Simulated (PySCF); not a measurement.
Functional dependence of a UV spectrum

Species: 1-propanamine, C₃H₉N.
Bonds: C1–C2, C2–C3, C3–N4. Hydrogens: H5, H6, H7 on C1; H8, H9 on C2; H10, H11 on C3; H12, H13 on N4.

Linear-response calculations in the def2-SVPD basis (PySCF; singlets by full response, triplets Tamm–Dancoff, core orbitals frozen in the response; HF means time-dependent Hartree–Fock). 'Strongest' is the level of largest summed f among the singlets computed (10 roots, of which the last may lack a degenerate partner); it can jump between rows when another state enters that window. S1 is the lowest singlet of each run and needn't be the same state throughout; f(S1) is that of one state. One conformer (not necessarily the lowest) at the PBE0-D3(BJ)/def2-SVP geometry, without solvent, vibrations or thermal averaging.

| functional | kind | S1 (eV) | f(S1) | strongest (eV) | T1 (eV) | HOMO (eV) | gap (eV) | ionisation energy, ΔSCF (eV) |
| --- | --- | --- | --- | --- | --- | --- | --- | --- |
| LDA | LDA | 5.55 | 0.007 | 6.93 | 5.40 | -5.48 | 5.51 | 9.28 |
| PBE | GGA | 5.55 | 0.008 | 6.91 | 5.35 | -5.39 | 5.50 | 9.15 |
| B3LYP | global hybrid, 20% exact exchange | 6.06 | 0.010 | 7.64 | 5.79 | -6.65 | 7.17 | 9.40 |
| PBE0 | global hybrid, 25% exact exchange | 6.30 | 0.010 | 7.94 | 6.00 | -6.87 | 7.71 | 9.31 |
| BHandHLYP | global hybrid, 50% exact exchange | 6.71 | 0.012 | 8.65 | 6.37 | -8.31 | 9.64 | 9.31 |
| CAM-B3LYP | range-separated hybrid | 6.34 | 0.011 | 8.26 | 6.03 | -8.34 | 9.83 | 9.47 |
| wB97X-D | range-separated hybrid | 6.61 | 0.013 | 8.52 | 6.41 | -8.82 | 11.34 | 9.42 |
| LC-wPBE | range-separated hybrid | 6.90 | 0.013 | 9.01 | 6.54 | -9.71 | 12.33 | 9.52 |
| HF | Hartree–Fock | 7.62 | 0.013 | 9.99 | 7.10 | -10.58 | 13.48 | not settled |

S1 runs from 5.55 eV (PBE) to 7.62 eV (HF), a spread of 2.06 eV, while the orbital gap spreads over 8.0 eV. Along PBE (0%), B3LYP (20%), PBE0 (25%), BHandHLYP (50%), HF (100%) S1 rises with the share of exact exchange. −ε(HOMO) comes closest to its own ΔSCF ionisation energy with LC-wPBE (+0.19 eV) and misses most with LDA (-3.79 eV). 'Not settled' means that the ion's SCF failed to converge or may have ended in another state than the lowest.
